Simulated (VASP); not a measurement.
Input of a VASP 6.6.1 run:

The input INCAR:

```
SYSTEM = GaN
PREC     = Accurate       ! precision mode
ENCUT    = 520            ! plane-wave cutoff, eV
EDIFF    = 1E-7           ! SCF threshold, eV
ISMEAR   = 0              ! smearing method
SIGMA    = 0.05           ! smearing width, eV
LREAL    = .False.        ! projectors in reciprocal space
LASPH    = .True.         ! aspherical terms in the spheres
NELM     = 60             ! most SCF steps
ALGO     = Normal         ! electronic algorithm
ISIF     = 2              ! what is computed and relaxed
LWAVE    = .False.        ! write WAVECAR
LCHARG   = .False.        ! write CHGCAR
LDIPOL   = .True.       
IDIPOL   = 3            
DIPOL    = 0.5 0.5 0.500
GGA      = PS             ! functional
IBRION   = 2              ! ionic algorithm
NSW      = 100            ! ionic steps
EDIFFG   = -0.015         ! ionic threshold
KPAR     = 8
```

KPOINTS

```
regular mesh
0
Gamma
  8 6 1
  0 0 0
```

The input POSCAR:

```
GaN
1.0
    3.1800000000      0.0000000000      0.0000000000
    0.0000000000      5.1660000000      0.0000000000
    0.0000000000      0.0000000000     22.4259084960
Ga N
6 6
Direct
    0.0000000000      0.0000000000      0.3567302525
    0.4999999999      0.5000000000      0.3976644661
    0.5000000000      0.0000000000      0.4795328932
    0.9999999999      0.5000000000      0.5204671068
    0.0000000000      0.0000000000      0.6023355339
    0.4999999999      0.5000000000      0.6432697475
    0.0000000000      0.3750000000      0.3567302525
    0.4999999999      0.8750000000      0.3976644661
    0.5000000000      0.3750000000      0.4795328932
    0.9999999999      0.8750000000      0.5204671068
    0.0000000000      0.3750000000      0.6023355339
    0.4999999999      0.8750000000      0.6432697475
```

Potentials or basis: VASP PAW PBE potentials, release 64 (Ga_d, N).

The run is started by

```sh
$ cat potpaw_PBE.64/Ga_d/POTCAR potpaw_PBE.64/N/POTCAR > POTCAR
$ mpirun -np 8 vasp_std > vasp.out
```

(1) Estimate the band gap on the k mesh.

(2) Estimate the energy gained by relaxing.

## Answers

(1) 1.66 eV, indirect (least direct gap 1.66 eV).

(2) 86.4 meV/atom.
